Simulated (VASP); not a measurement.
Input of a VASP 6.6.1 run:

File INCAR:

```
SYSTEM = Sb
ALGO = Normal ; BPARAM = 11.95
CPARAM = 0.0093 ; EDIFF = 1E-7
EDIFFG = -0.005 ; ENCUT = 600
IBRION = 2 ; ISIF = 3
ISMEAR = 1 ; IVDW_NL = 2
LASPH = .True. ; LCHARG = .False.
LMIXTAU = .True. ; LREAL = .False.
LUSE_VDW = .True. ; LWAVE = .False.
METAGGA = R2SCAN ; NELM = 80
NSW = 90 ; PREC = Accurate
SIGMA = 0.1
```

The input KPOINTS:

```
k-points
0
Gamma
  12 12 10
  0 0 0
```

Contents of POSCAR:

```
Sb                                      
1.0
    2.1674614357      1.2513844434      3.7773261959
   -2.1674614357      1.2513844434      3.7773261959
    0.0000000000     -2.5027688869      3.7773261959
  Sb            
     2
Direct
     0.2337746021870273    0.2337746021870273    0.2337746021870273
     0.7662253978129727    0.7662253978129727    0.7662253978129727
```

Potentials or basis: VASP PAW PBE potentials, release 64 (Sb).

Run with:

```sh
$ cat potpaw_PBE.64/Sb/POTCAR > POTCAR
$ mpirun -np 1 vasp_std > vasp.out
```

Task: Predict the band gap on the k mesh.

Result: None (metal or under the smearing width).

Task: Estimate the space group after relaxing (to 0.05 Å).

Result: R-3m (No. 166).

Task: Predict the relaxed volume.

Result: 30.78 Å³/atom.

Final structure:
```cif
data_structure
_symmetry_space_group_name_H-M 'P 1'
_symmetry_Int_Tables_number 1
_cell_length_a 4.5351
_cell_length_b 4.5351
_cell_length_c 4.5351
_cell_angle_alpha 57.104
_cell_angle_beta 57.104
_cell_angle_gamma 57.104
_cell_volume 61.55
loop_
_atom_site_label
_atom_site_type_symbol
_atom_site_fract_x
_atom_site_fract_y
_atom_site_fract_z
_atom_site_occupancy
Sb1 Sb 0.23362 0.23362 0.23362 1
Sb2 Sb 0.76638 0.76638 0.76638 1
```

Caveat: the PAW data sets were made with another functional, which shifts forces and pressure a little; pairwise dispersion overbinds metals, which lowers pressure and volume. The run has no spin-orbit coupling, so splittings on Sb are missing.
